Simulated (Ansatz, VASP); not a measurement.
# Two plane-wave programs on CdTe

```
CELL_PARAMETERS angstrom
0.00000 3.16168 3.16168
3.16168 0.00000 3.16168
3.16168 3.16168 0.00000
ATOMIC_POSITIONS crystal
Te 0.75000 0.75000 0.75000
Cd 0.00000 0.00000 0.00000
```

Change from the starting cell: volume scaled by 0.96.

Alike in both runs: task single point; functional r2SCAN; k mesh 7 × 7 × 7; occupations fermi-dirac, width 0.05 eV; no spin polarisation.

|  | VASP | Ansatz |
| --- | --- | --- |
| version | VASP 6.6.1 | Ansatz 0.2.0 |
| potentials or method | VASP PAW PBE potentials, release 64 (Te, Cd) | Ansatz PAW |
| plane-wave cutoff (eV) | 520 | 500 |
| valence electrons in the cell | 18 | 36 |

|  | VASP | Ansatz | Ansatz less VASP |
| --- | --- | --- | --- |
| gap on the k mesh at the Fermi level (eV) | 1.52 | 1.52 | +0.002 |
| least direct gap on the mesh (eV) | 1.52 | 1.52 | +0.002 |
| pressure (GPa) | 5.8 | 5.7 | -0.16 |

The two sets of potentials don't hold the same shells in valence.

Caveats: spin-orbit coupling is left out, which moves the levels of the heavy elements; the PAW data sets were made with another functional, which shifts forces and pressure a little (VASP); odd divisions of the mesh miss points on the zone boundary, where band edges often lie, so the gap on the mesh can be too wide (Ansatz); the PAW data sets come from PBE, with cores solved anew for the run's functional, which leaves a small shift of forces and pressure (Ansatz).
